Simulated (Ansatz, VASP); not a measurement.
**NaI: VASP beside Ansatz**

File INCAR:

```
  ALGO = Normal
  EDIFF = 1E-6
  ENCUT = 520
  GGA = PS
  ISIF = 2
  ISMEAR = -1
  LASPH = True
  LCHARG = True
  LELF = True
  LREAL = False
  LVHAR = True
  LWAVE = False
  NBANDS = 14
  NELM = 80
  PREC = Accurate
  SIGMA = 0.05
```

KPOINTS

```
k-points
0
Gamma
  4 4 4
```

POSCAR

```
NaI
1.0
    0.0000000000      3.2364000000      3.2364000000
    3.2364000000      0.0000000000      3.2364000000
    3.2364000000      3.2364000000      0.0000000000
I Na
1 1
Direct
    0.5000000000      0.5000000000      0.5000000000
    0.0000000000      0.0000000000      0.0000000000
```

The input input.yaml:

```yaml
crystal:
  lattice:
    - [0.0, 3.2364, 3.2364]
    - [3.2364, 0.0, 3.2364]
    - [3.2364, 3.2364, 0.0]
  atoms:
    - { symbol: I, position: [0.5, 0.5, 0.5] }
    - { symbol: Na, position: [0.0, 0.0, 0.0] }
hamiltonian:
  xc: pbesol
  pseudopotentials: { kind: paw }
kpoints:
  mp_grid: { grid: [4, 4, 4] }
  band_path:
    path:
      - [[0.0, 0.0, 0.0], [0.5, 0.0, 0.5], [0.5, 0.25, 0.75], [0.375, 0.375, 0.75], [0.0, 0.0, 0.0], [0.5, 0.5, 0.5], [0.625, 0.25, 0.625], [0.5, 0.25, 0.75], [0.5, 0.5, 0.5], [0.375, 0.375, 0.75]]
      - [[0.625, 0.25, 0.625], [0.5, 0.0, 0.5]]
    npoints: 14
scf:
  occupations: { method: fermi_dirac, width: 0.05 }
  n_extra_bands: 6
output:
  forces: true
  stress: true
  eigenvalues: true
  fatbands: false
```

Alike in both runs: functional PBEsol; k mesh 4 × 4 × 4; occupations fermi-dirac, width 0.05 eV; no spin polarisation.

|  | VASP | Ansatz |
| --- | --- | --- |
| version | VASP 6.6.1 | Ansatz 0.2.0 |
| potentials or method | VASP PAW PBE potentials, release 64 (I, Na_pv) | Ansatz PAW |
| plane-wave cutoff (eV) | 520 | 420 |
| valence electrons in the cell | 14 | 26 |
| task | single point | band structure |

|  | VASP | Ansatz | Ansatz less VASP |
| --- | --- | --- | --- |
| gap on the k mesh at the Fermi level (eV) | 3.50 | 3.51 | +0.004 |
| least direct gap on the mesh (eV) | 3.50 | 3.51 | +0.004 |
| pressure (GPa) | -0.4 | -0.5 | -0.04 |

With one functional, cell and mesh, what is left measures potentials, basis and numerics. The two sets of potentials don't hold the same shells in valence.

Caveats: the k mesh is coarse (spacing up to 0.42 Å⁻¹), so the values aren't converged; spin-orbit coupling is left out, which moves the levels of the heavy elements; the PAW data sets were made with another functional, which shifts forces and pressure a little (VASP); the PAW data sets come from PBE, with cores solved anew for the run's functional, which leaves a small shift of forces and pressure (Ansatz). PBEsol gaps usually lie below the measured ones, often by a third to a half.
